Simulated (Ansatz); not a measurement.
Crystal: Yb.

```
Yb
1.0
     0.00000    2.74310    2.74310
     2.74310    0.00000    2.74310
     2.74310    2.74310    0.00000
Yb
1
Cartesian
  0.0000 0.0000 0.0000
```

| Quantity | Value |
| --- | --- |
| Program | Ansatz 0.2.0 |
| Task | single point |
| Functional | PBE |
| Potentials or basis | Ansatz PAW |
| Cutoff | 420 eV (not typed: the program's choice for these potentials) |
| k mesh | 8 × 8 × 8 |
| Occupations | fermi-dirac, width 0.05 eV |
| Spin | collinear spin, ferromagnetic start |
| Starting moments | [1.0] μB |

On this cell: pressure -2.1 GPa; net moment 0.00 μB per cell; band gap on the k mesh none (metal or under the smearing width).

The same run follows on a disturbed copy (cell strained at random at fixed volume):

```xyz
1
Lattice="0.0279 2.7406 2.7569 2.7504 0.0012 2.7836 2.7305 2.7474 0.0211" Properties=species:S:1:pos:R:3 pbc="T T T"
Yb   -0.0061   -0.0270    0.0503
```

Problem. What does the disturbed cell give?

Solution. The energy (extrapolated to zero smearing) moves by +0.8 meV/atom; pressure -2.1 GPa; net moment 0.00 μB per cell; band gap on the k mesh none (metal or under the smearing width).

Stress tensor (GPa, compression positive):
```
-2.06 -0.05 -0.29
-0.05 -2.14  0.04
-0.29  0.04 -2.21
```

Caveats: spin-orbit coupling is left out, which moves the levels of the heavy elements; the starting moments weren't kept.
